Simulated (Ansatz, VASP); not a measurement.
## One calculation of Rb, two programs

```xyz
1
Lattice="4.6187 0.0000 0.0000 0.0000 4.6187 0.0000 0.0000 0.0000 4.6187" Properties=species:S:1:pos:R:3 pbc="T T T"
Rb    0.0000    0.0000    0.0000
```

Alike in both runs: functional PBE; k mesh 9 × 9 × 9; occupations fermi-dirac, width 0.08 eV; no spin polarisation.

Ansatz relaxed the structure, and its values are those at the end. VASP's run is a single point on that final structure, the one shown.

```csv
,VASP,Ansatz
version,VASP 6.6.1,Ansatz 0.2.0
potentials or method,"VASP PAW PBE potentials, release 64 (Rb_sv)","PAW with Ansatz's default frozen-core files, scalar-relativistic"
plane-wave cutoff (eV),520,420
valence electrons in the cell,9,9
```

```csv
,VASP,Ansatz,Ansatz less VASP
pressure (GPa),0.0,0.0,0.00
```

With one functional, cell and mesh, what is left measures potentials, basis and numerics.
